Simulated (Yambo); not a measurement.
# AlN (P6_3mc) in Yambo: further runs

One crystal, AlN, is run at these levels: PBEsol; tasks: G0W0 quasiparticle levels, Hartree-Fock levels, COHSEX levels, GW quasiparticle levels.

Everything below comes from runs of Yambo 5.3.0. Logs are shortened: lines on timing, memory, paths and dates and some standing lists are left out, and cuts for length are marked.

## 1. Starting point

Symmetry: P6_3mc, No. 186, hexagonal system. The conventional cell has a = 3.113 Å, b = 3.113 Å, c = 4.981 Å, α = 90.00°, β = 90.00°, γ = 120.00°. Al (site symmetry 3m) is surrounded by 4 N at 1.89 Å. N (site symmetry 3m) is surrounded by 4 Al at 1.89 Å.

## 2. G0W0 quasiparticle levels, PBEsol

g0w00.in reads:

```
gw0
dyson
el_el_corr
rim_cut
HF_and_locXC
ppa
em1d
RandQpts= 1000000
RandGvec= 50 RL
EXXRLvcs= 84 Ry
VXCRLvcs= 84 Ry
Chimod= "HARTREE"
% BndsRnXp
 1 | 88 |
%
NGsBlkXp= 12 Ry
% LongDrXp
 1 | 1 | 1 |
%
PPAPntXp= 27.21138 eV
% GbndRnge
 1 | 88 |
%
GTermKind= "BG"
DysSolver= "n"
ExtendOut
% QPkrange
 1 | 6 | 6 | 12 |
%
```

scf.in reads:

```
&CONTROL
  calculation = 'scf'
  prefix = 'pwscf'
  outdir = './tmp'
  pseudo_dir = './pseudo'
/
&SYSTEM
  ibrav = 0
  nat = 4
  ntyp = 2
  ecutwfc = 84
  nbnd = 14
  occupations = 'smearing'
  smearing = 'fd'
  degauss = 0.00367493
  force_symmorphic = .true.
/
&ELECTRONS
  conv_thr = 8d-10
  electron_maxstep = 120
  mixing_beta = 0.5
/
ATOMIC_SPECIES
Al    26.9815 Al.upf
N     14.0070 N.upf
CELL_PARAMETERS angstrom
   3.1130000000    0.0000000000    0.0000000000
  -1.5565000000    2.6959370820    0.0000000000
   0.0000000000    0.0000000000    4.9810000000
ATOMIC_POSITIONS crystal
Al     0.6666666667    0.3333333333    0.5000000000
Al     0.3333333333    0.6666666667    0.0000000000
N      0.6666666667    0.3333333333    0.8800000000
N      0.3333333333    0.6666666667    0.3800000000
K_POINTS automatic
12 12 6 0 0 0
```

nscf.in reads:

```
&CONTROL
  calculation = 'nscf'
  prefix = 'pwscf'
  outdir = './tmp'
  pseudo_dir = './pseudo'
/
&SYSTEM
  ibrav = 0
  nat = 4
  ntyp = 2
  ecutwfc = 84
  nbnd = 88
  occupations = 'fixed'
  force_symmorphic = .true.
/
&ELECTRONS
  conv_thr = 1d-08
  diago_full_acc = .true.
  diago_thr_init = 1d-06
/
ATOMIC_SPECIES
Al    26.9815 Al.upf
N     14.0070 N.upf
CELL_PARAMETERS angstrom
   3.1130000000    0.0000000000    0.0000000000
  -1.5565000000    2.6959370820    0.0000000000
   0.0000000000    0.0000000000    4.9810000000
ATOMIC_POSITIONS crystal
Al     0.6666666667    0.3333333333    0.5000000000
Al     0.3333333333    0.6666666667    0.0000000000
N      0.6666666667    0.3333333333    0.8800000000
N      0.3333333333    0.6666666667    0.3800000000
K_POINTS automatic
3 3 2 0 0 0
```

Potentials or basis: PseudoDojo 0.4.1 SR PBEsol standard.

On the command line:

```bash
$ OMP_NUM_THREADS=1 pw.x -in scf.in > scf.out
$ OMP_NUM_THREADS=1 pw.x -in nscf.in > nscf.out
$ cd tmp/pwscf.save; p2y; mv SAVE ../..; cd ../..
$ OMP_NUM_THREADS=1 yambo
$ OMP_NUM_THREADS=1 yambo -F g0w00.in -J g0w00 -C g0w00_out
```

Yambo's report:

```text
[... sections 02.01 to 02.04 as in the set-up run ...]

  [02.05] Energies & Occupations
  ==============================

  [X] === General ===
  [X] Electronic Temperature                        :  0.000000  0.000000 [eV K]
  [X] Bosonic    Temperature                        :  0.000000  0.000000 [eV K]
  [X] Finite Temperature mode                       : no
  [X] El. density                                   :  0.38275E+24 [cm-3]
  [X] Fermi Level                                   :  7.010938 [eV]

  [X] === Gaps and Widths ===
  [X] Conduction Band Min                           :  4.136188 [eV]
  [X] Valence Band Max                              :  0.000000 [eV]
  [X] Filled Bands                                  :   8
  [X] Empty Bands                                   :    9   88
  [X] Direct Gap                                    :  4.136188 [eV]
  [X] Direct Gap localized at k                     :  1
  [X] Indirect Gap                                  :  4.136188 [eV]
  [X] Indirect Gap between kpts                     :  1  1
  [X] Last valence band width                       :  2.401431 [eV]
  [X] 1st conduction band width                     :  3.170477 [eV]

 [03] Transferred momenta grid and indexing
 ==========================================

 IBZ Q-points                                      :   6
 BZ  Q-points                                      :  18

 K/Q-points units:
 rlu = crystal or reduced units; cc = cartesian coordinates; iku = interal k-units

 Q [1]          [rlu]:  0.000000  0.000000  0.000000
 Q [2]          [rlu]:  0.000000  0.000000 -0.500000
 Q [3]          [rlu]: -0.40821E-19  0.33333       0.0000
 Q [4]          [rlu]: -0.40821E-19  0.33333     -0.50000
 Q [5]          [rlu]:  0.333333  0.333333  0.000000
 Q [6]          [rlu]:  0.333333  0.333333 -0.500000

 [04] Coloumb potential Random Integration (RIM)
 ===============================================

  [04.01] RIM initialization
  ==========================

  * Diagonal components only detected *

  8 x (sBL volume)        :  0.390800 [a.u.]
  sBZ random points       :  1000000
  Points outside the sBZ  :   7993074
  RL volume               :  0.879301 [a.u.]
  Integrated volume       :  0.880063 [a.u.]

  [04.02] RIM integrals
  =====================

  Gamma point sphere radius             :  0.132618 [a.u.]
  Points outside the sphere             :   799492
  [Int_sBZ(q=0) 1/q^2]*(Vol_sBZ)^(-1/3) =:  7.696680
                                 should be <:  7.795600
  [WR./g0w00//ndb.RIM]------------------------------------------------------------
   Brillouin Zone Q/K grids (IBZ/BZ)                :   6  18   6  18
   Coulomb cutoff potential                         : none
   Coulombian RL components                         :   55
   Coulombian diagonal components                   : yes
   RIM random points                                :  1000000
   RIM  RL volume             [a.u.]                :  0.880063
   Real RL volume             [a.u.]                :  0.879301
   Eps^-1 reference component                       : 0
   Eps^-1 components                                :  0.000000  0.000000  0.000000
   RIM anysotropy factor                            :  0.000000

  Summary of Coulomb integrals for non-metallic bands |Q|[au] RIM/Bare

  Q [1] 0.100000E-4 0.987311 * Q [2] 0.333760 0.999439
  Q [3] 0.411102 1.082129 * Q [4] 0.529529 1.045629
  Q [5] 0.712050 1.028558 * Q [6] 0.786391 1.021792

 [05] Dipoles
 ============

  [05.01] Setup: observables and procedures
  =========================================

  [WARNING] [x,Vnl] slows the Dipoles computation. To neglect it rename the ns.kb_pp file
  [WF-Oscillators/G space/Transverse up loader] Normalization (few states)  min/max  :  0.21516E-16   1.0000

  [WR./g0w00//ndb.dipoles]--------------------------------------------------------
   Brillouin Zone Q/K grids (IBZ/BZ)                :   6  18   6  18
   RL vectors                                       :   4625 [WF]
[... 131 lines left out ...]
  Corrections @ K [6] :  [eV]
 <6|nlXC|6> = -18.36683 -0.10115E-16 <6|lXC|6> = -13.42919  0.29503E-16
 <7|nlXC|7> = -20.58422  0.63962E-18 <7|lXC|7> = -16.30028  0.18882E-15
 <8|nlXC|8> = -20.58422 -0.41008E-17 <8|lXC|8> = -16.30028 -0.94408E-16
 <9|nlXC|9> = -6.321091  0.51470E-17 <9|lXC|9> = -11.64960 -0.10326E-15
 <10|nlXC|10> = -6.321088 -0.22203E-17 <10|lXC|10> = -11.64960 -0.70806E-16
 <11|nlXC|11> = -5.143084 -0.17752E-17 <11|lXC|11> = -10.49696  0.94408E-16
 <12|nlXC|12> = -5.143090  0.28685E-17 <12|lXC|12> = -10.49696  0.23602E-16

  [07.01] Hartree-Fock occupations report
  =======================================

  [Hartree-Fock] === General ===
  [Hartree-Fock] Electronic Temperature             :  0.000000  0.000000 [eV K]
  [Hartree-Fock] Bosonic    Temperature             :  0.000000  0.000000 [eV K]
  [Hartree-Fock] Finite Temperature mode            : no
  [Hartree-Fock] El. density                        :  0.38275E+24 [cm-3]
  [Hartree-Fock] Fermi Level                        :  7.010938 [eV]

  [Hartree-Fock] === Gaps and Widths ===
  [Hartree-Fock] Conduction Band Min                :  8.900159 [eV]
  [Hartree-Fock] Valence Band Max                   : -3.944593 [eV]
  [Hartree-Fock] Filled Bands                       :   8
  [Hartree-Fock] Empty Bands                        :    9   88
  [Hartree-Fock] Direct Gap                         :  12.84475 [eV]
  [Hartree-Fock] Direct Gap localized at k          :  1
  [Hartree-Fock] Indirect Gap                       :  12.84475 [eV]
  [Hartree-Fock] Indirect Gap between kpts          :  1  1
  [Hartree-Fock] Last valence band width            :  3.107177 [eV]
  [Hartree-Fock] 1st conduction band width          :  3.735012 [eV]

 [08] Dyson equation: Newton solver
 ==================================

 [WARNING] Response block size in GW reduced to 221     RL (6214    mHa)

  [08.01] G0W0 (W PPA)
  ====================

  [  GW  ] Bands range     :    1   88
  [GW/PPA] G damping       :  0.100000 [eV]

  QP @ state[ 1 ] K range:   1   6
  QP @ state[ 1 ] b range:   6  12

   Current Q-pt index             :  1
   :: PP condition fails/total    :  0.285088
   :: Time ordering fails/rest    :  0.499785
   :: Mean rel dev of PP cond     :  0.285090
   Current Q-pt index             :  2
   :: PP condition fails/total    :  0.282836
   :: Time ordering fails/rest    :  0.499872
   :: Mean rel dev of PP cond     :  0.282837
   Current Q-pt index             :  3
   :: PP condition fails/total    :  0.286685
   :: Time ordering fails/rest    :  0.500100
   :: Mean rel dev of PP cond     :  0.286688
   Current Q-pt index             :   4
   :: PP condition fails/total    :  0.288774
   :: Time ordering fails/rest    :  0.500014
   :: Mean rel dev of PP cond     :  0.288777
   Current Q-pt index             :   5
   :: PP condition fails/total    :  0.280256
   :: Time ordering fails/rest    :  0.499701
   :: Mean rel dev of PP cond     :  0.280257
   Current Q-pt index             :   6
   :: PP condition fails/total    :  0.278373
   :: Time ordering fails/rest    :  0.500099
   :: Mean rel dev of PP cond     :  0.278378

  [08.02] QP properties and I/O
  =============================

  Legend (energies in eV)
  - B  : Band       - Eo  : bare energy
  - E  : QP energy  - Z   : Renormalization factor
  - So : Sc(Eo)     - S   : Sc(E)
  - dSp: Sc derivative precision

  - lXC: Local XC (Perdew, Burke & Ernzerhof SOL(X)+Perdew, Burke & Ernzerhof SOL(C))
  -nlXC: non-Local XC (Hartree-Fock)

  QP [eV] @ K [1] (iku):  0.000000  0.000000  0.000000
   B=6 Eo= -0.18 E= -1.10 E-Eo= -0.92 Re(Z)=0.79 Im(Z)=-0.119090E-2 nlXC= -21.0214 lXC= -16.8097 So=  3.04797
   B=7 Eo= -0.18 E= -1.08 E-Eo= -0.90 Re(Z)=0.79 Im(Z)=-0.119092E-2 nlXC= -21.0215 lXC= -16.8097 So=  3.07277
   B=8 Eo=  0.00 E= -0.85 E-Eo= -0.85 Re(Z)=0.79 Im(Z)=-0.117381E-2 nlXC= -20.8433 lXC= -16.8987 So=  2.87630
   B=9 Eo=  4.14 E=  4.81 E-Eo=  0.67 Re(Z)=0.82 Im(Z)=-0.106122E-2 nlXC= -7.85346 lXC= -12.6174 So= -3.94390
   B=10 Eo=  6.57 E=  7.32 E-Eo=  0.75 Re(Z)=0.83 Im(Z)=-0.104557E-2 nlXC= -5.66890 lXC= -10.9574 So= -4.38413
   B=11 Eo= 10.48 E= 11.59 E-Eo=  1.11 Re(Z)=0.78 Im(Z)= 0.481843E-2 nlXC= -7.31868 lXC= -14.0867 So= -5.34877
   B=12 Eo= 11.07 E= 11.83 E-Eo=  0.76 Re(Z)=0.83 Im(Z)=-0.759616E-3 nlXC= -3.97680 lXC= -9.76421 So= -4.86288
[... 37 lines left out ...]
  QP [eV] @ K [6] (iku):  0.333333  0.500000 -0.500000
   B=6 Eo= -3.89 E= -5.14 E-Eo= -1.25 Re(Z)=0.79 Im(Z)=-0.180768E-2 nlXC= -18.3668 lXC= -13.4292 So=  3.34859
   B=7 Eo= -0.79 E= -1.76 E-Eo= -0.97 Re(Z)=0.79 Im(Z)=-0.120163E-2 nlXC= -20.5842 lXC= -16.3003 So=  3.05493
   B=8 Eo= -0.79 E= -1.76 E-Eo= -0.97 Re(Z)=0.79 Im(Z)=-0.120163E-2 nlXC= -20.5842 lXC= -16.3003 So=  3.05495
   B=9 Eo=  7.31 E=  8.14 E-Eo=  0.83 Re(Z)=0.82 Im(Z)=-0.113593E-2 nlXC= -6.32109 lXC= -11.6496 So= -4.31624
   B=10 Eo=  7.31 E=  8.14 E-Eo=  0.83 Re(Z)=0.82 Im(Z)=-0.116768E-2 nlXC= -6.32109 lXC= -11.6496 So= -4.31625
   B=11 Eo=  7.76 E=  8.49 E-Eo=  0.74 Re(Z)=0.83 Im(Z)=-0.106285E-2 nlXC= -5.14308 lXC= -10.4970 So= -4.46662
   B=12 Eo=  7.76 E=  8.49 E-Eo=  0.74 Re(Z)=0.83 Im(Z)=-0.104526E-2 nlXC= -5.14309 lXC= -10.4970 So= -4.46652

  [WR./g0w00//ndb.QP]-------------------------------------------------------------
   Lattice constants                                :  5.882717  5.094583  9.412726
   Coulomb cutoff potential                         : none
   Electronic Temperature                           :  0.000000 [K]
   Bosonic    Temperature                           :  0.000000 [K]
   Green`s function   energies                      : Perdew, Burke & Ernzerhof SOL(X)+Perdew, Burke & Ernzerhof SOL(C)
   wavefunctions                                    : Perdew, Burke & Ernzerhof SOL(X)+Perdew, Burke & Ernzerhof SOL(C)
   PPA    diel. fun.  energies                      : Perdew, Burke & Ernzerhof SOL(X)+Perdew, Burke & Ernzerhof SOL(C)
   wavefunctions                                    : Perdew, Burke & Ernzerhof SOL(X)+Perdew, Burke & Ernzerhof SOL(C)
   QP tot states                                    :   42
   GW solver                                        : Newton
   GW approximation                                 : PPA
   PPA imaginary Energy                             :  27.21138 ev
   RIM G`s                                          :   55
   RIM random pts                                   :  1000000
   dS/dw steps                                      :  2
   dS/dw step                                       :  0.100000 ev
   X G`s                                            :  221 used
   X G`s                                            :  221 disk
   X bands                                          :    1   88
   X poles                                          :  100.0000 o/o
   X e/h E range                                    : -1.000000 -1.000000 ev
   X Hxc Kernel                                     : HARTREE
   X BZ energy Double Grid                          : no
   X Optical Averaged directions                    : none
   Sc/G bands                                       :    1   88
   Sc/G damping                                     :  0.100000 ev
   Sc bands terminator                              : yes
   Sc terminator kind                               : BG
   Sc Terminator pole                               :  40.81708
   Sx RL components                                 :   3705

   QP @ state[ 1 ] K range                          :   1   6
   QP @ state[ 1 ] b range                          :   6  12
   GF energies kind                                 : Perdew, Burke & Ernzerhof SOL(X)+Perdew, Burke & Ernzerhof SOL(C)
   GF WF`s kind                                     : Perdew, Burke & Ernzerhof SOL(X)+Perdew, Burke & Ernzerhof SOL(C)
   Xs energies kind                                 : Perdew, Burke & Ernzerhof SOL(X)+Perdew, Burke & Ernzerhof SOL(C)
   Xs WF`s kind                                     : Perdew, Burke & Ernzerhof SOL(X)+Perdew, Burke & Ernzerhof SOL(C)
```

It took 3.5 min on 1 thread of Arm Neoverse V2, shared host; peak memory 0.34 GiB.

Results:

```
Band gap on the k mesh, mean-field level          : 4.14 eV, direct
Quasiparticle gap                                 : 5.65 eV
Least direct quasiparticle gap                    : 5.65 eV
Quasiparticle gap at Γ                            : 5.65 eV
Band gap of the same states before the correction : 4.14 eV
```

Quasiparticle terms (eV):
```
               k point  band  Kohn-Sham level     Vxc      Σx     Σc     Z  result
 (0.000, 0.000, 0.000)     6            -0.18  -16.81  -21.02   3.05  0.79   -1.10
 (0.000, 0.000, 0.000)     7            -0.18  -16.81  -21.02   3.07  0.79   -1.08
 (0.000, 0.000, 0.000)     8             0.00  -16.90  -20.84   2.88  0.79   -0.85
 (0.000, 0.000, 0.000)     9             4.14  -12.62   -7.85  -3.94  0.82    4.81
 (0.000, 0.000, 0.000)    10             6.57  -10.96   -5.67  -4.38  0.83    7.32
 (0.000, 0.000, 0.000)    11            10.48  -14.09   -7.32  -5.35  0.78   11.59
 (0.000, 0.000, 0.000)    12            11.07   -9.76   -3.98  -4.86  0.83   11.83
(0.000, 0.000, -0.500)     6            -0.52  -16.56  -20.91   3.14  0.79   -1.47
(0.000, 0.000, -0.500)     7            -0.52  -16.56  -20.91   3.12  0.79   -1.49
(0.000, 0.000, -0.500)     8            -0.52  -16.56  -20.91   3.14  0.79   -1.47
(0.000, 0.000, -0.500)     9             6.38  -12.85   -7.59  -4.27  0.81    7.18
(0.000, 0.000, -0.500)    10             6.38  -12.85   -7.59  -4.27  0.81    7.18
(0.000, 0.000, -0.500)    11            10.22  -11.29   -5.21  -5.00  0.81   11.09
(0.000, 0.000, -0.500)    12            10.22  -11.29   -5.21  -5.00  0.81   11.09
 (0.000, 0.333, 0.000)     6            -1.83  -15.43  -20.18   3.33  0.79   -2.96
 (0.000, 0.333, 0.000)     7            -0.88  -15.96  -20.13   2.96  0.79   -1.84
 (0.000, 0.333, 0.000)     8            -0.52  -16.56  -20.87   3.12  0.79   -1.47
 (0.000, 0.333, 0.000)     9             6.13  -10.80   -5.75  -4.17  0.83    6.85
 (0.000, 0.333, 0.000)    10             6.59  -10.52   -5.37  -4.26  0.83    7.33
 (0.000, 0.333, 0.000)    11             7.88  -12.22   -6.69  -4.46  0.82    8.74
```

Caveat: the k mesh is coarse (spacing up to 0.78 Å⁻¹), so the values aren't converged; the screening block or the number of bands is too small for a converged GW gap; this version prints the column dSc/dw multiplied by 27.2; the terminator is approximate in this version, by hundredths of an eV; an odd mesh through Γ misses points on the zone boundary, where band edges often lie.

[end of part 1 of 3]
